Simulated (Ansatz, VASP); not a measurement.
One calculation of Si, two programs

Contents of INCAR:

```
SYSTEM = Si
ALGO = Normal
EDIFF = 1E-6
ENCUT = 520
GGA = PE
ISIF = 2
ISMEAR = -1
LASPH = .True.
LCHARG = .False.
LREAL = .False.
LWAVE = .False.
NBANDS = 11
NELM = 100
PREC = Accurate
SIGMA = 0.05
```

File KPOINTS:

```
k-points
0
Gamma
  11 11 11
  0 0 0
```

The input POSCAR:

```
Si
1.0
    0.0000000000      2.7354874751      2.7354874751
    2.7354874751      0.0000000000      2.7354874751
    2.7354874751      2.7354874751      0.0000000000
Si
2
Direct
    0.5000000000      0.5000000000      0.5000000000
    0.7500000000      0.7500000000      0.7500000000
```

Input for Ansatz:

```yaml
crystal:
  lattice:
    - [0.0, 2.7354874751, 2.7354874751]
    - [2.7354874751, 0.0, 2.7354874751]
    - [2.7354874751, 2.7354874751, 0.0]
  atoms:
    - { symbol: Si, position: [0.5, 0.5, 0.5] }
    - { symbol: Si, position: [0.75, 0.75, 0.75] }
hamiltonian:
  xc: pbe
  pseudopotentials:
    kind: paw
    azcp:
      Si: "pseudopotentials/Si.paw.azcp"
basis:
  ecutwfc: 420
  fft_grid_basis: typed
kpoints:
  mp_grid: { grid: [11, 11, 11], shift: [0, 0, 0] }
magnetization:
  spin_polarized: false
scf:
  occupations: { method: fermi_dirac, width: 0.05 }
  lower_state_search: "off"
output:
  stress: true
```

Alike in both runs: task single point; functional PBE; k mesh 11 × 11 × 11; occupations fermi-dirac, width 0.05 eV; no spin polarisation.

|  | VASP | Ansatz |
| --- | --- | --- |
| version | VASP 6.6.1 | Ansatz 0.2.0 |
| potentials or method | VASP PAW PBE potentials, release 64 (Si) | plane waves (420 eV) with PAW, scalar-relativistic |
| plane-wave cutoff (eV) | 520 | 420 |
| valence electrons in the cell | 8 | 8 |

```csv
,VASP,Ansatz,Ansatz less VASP
pressure (GPa),-0.1,0.0,+0.08
```

Caveats: an odd mesh through Γ misses points on the zone boundary, where band edges often lie. PBE gaps usually lie below the measured ones, often by a third to a half.
